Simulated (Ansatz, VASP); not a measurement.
**ZnS: VASP beside Ansatz**

```
CELL_PARAMETERS angstrom
3.82120 0.00000 0.00000
1.91060 3.30926 0.00000
1.91060 1.10309 3.12000
ATOMIC_POSITIONS crystal
Zn 0.25000 0.25000 0.25000
S 0.00000 0.00000 0.00000
```

Alike in both runs: task single point; functional PBEsol; k mesh 4 × 4 × 4; no spin polarisation.

|  | VASP | Ansatz |
| --- | --- | --- |
| version | VASP 6.6.1 | Ansatz 0.2.0 |
| potentials or method | VASP PAW PBE potentials, release 64 (Zn, S) | plane waves, PAW |
| plane-wave cutoff (eV) | 520 | 420 |
| occupations | gaussian, width 0.01 eV | fixed |
| valence electrons in the cell | 18 | 18 |

|  | VASP | Ansatz | Ansatz less VASP |
| --- | --- | --- | --- |
| gap on the k mesh at the Fermi level (eV) | 1.97 | 1.96 | -0.005 |

Caveats: the k mesh is coarse (spacing up to 0.50 Å⁻¹), so the values aren't converged. As with any semilocal functional, this PBEsol gap is likely too small.
